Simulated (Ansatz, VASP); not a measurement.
**MgS: VASP beside Ansatz**

The input INCAR:

```
ALGO = Normal ; EDIFF = 1E-6
ENCUT = 520 ; ISIF = 2
ISMEAR = 0 ; LASPH = T
LCHARG = F ; LREAL = F
LWAVE = F ; NBANDS = 11
NELM = 100 ; PREC = Accurate
SIGMA = 0.05
```

File KPOINTS:

```
k-points
0
Gamma
  8 8 8
```

Contents of POSCAR:

```
MgS
1.0
    0.0000000000      2.7906232461      2.7481264454
    2.7906232461      0.0000000000      2.7481264454
    2.7906232461      2.7906232461      0.0000000000
Mg S
1 1
Direct
    0.0000000000      0.0000000000      0.0000000000
    0.7500000000      0.7500000000      0.7500000000
```

Input for Ansatz:

```yaml
crystal:
  lattice:
    - [0.0, 2.7906232461, 2.7481264454]
    - [2.7906232461, 0.0, 2.7481264454]
    - [2.7906232461, 2.7906232461, 0.0]
  atoms:
    - { symbol: Mg, position: [0.0, 0.0, 0.0] }
    - { symbol: S, position: [0.75, 0.75, 0.75] }
basis:
  ecutwfc: 420
kpoints:
  mp_grid: { grid: [8, 8, 8] }
hamiltonian:
  xc: lda
scf:
  occupations: { method: gaussian, width: 0.05 }
output:
  forces: true
  stress: true
  eigenvalues: true
```

Change from the starting cell: strain -0.015 along x and y, -0.030 along z, atoms carried along.

Alike in both runs: task single point; functional LDA; k mesh 8 × 8 × 8; occupations gaussian, width 0.05 eV; no spin polarisation.

|  | VASP | Ansatz |
| --- | --- | --- |
| version | VASP 6.6.1 | Ansatz 0.2.0 |
| potentials or method | VASP PAW LDA potentials, release 64 (Mg, S) | scalar-relativistic, plane waves, PAW |
| plane-wave cutoff (eV) | 520 | 420 |
| valence electrons in the cell | 8 | 16 |

VASP gave:

| Item | Value |
| --- | --- |
| gap on the k mesh at the Fermi level (eV) | 3.46 |
| least direct gap on the mesh (eV) | 3.46 |
| pressure (GPa) | 1.1 |
| largest component of the traceless stress (GPa) | 0.17 |

What did Ansatz give for the same quantities?

gap on the k mesh at the Fermi level (eV): 3.45; least direct gap on the mesh (eV): 3.45; pressure (GPa): 1.4; largest component of the traceless stress (GPa): 0.17.

The two sets of potentials don't hold the same shells in valence.

A k mesh can miss the band edges.
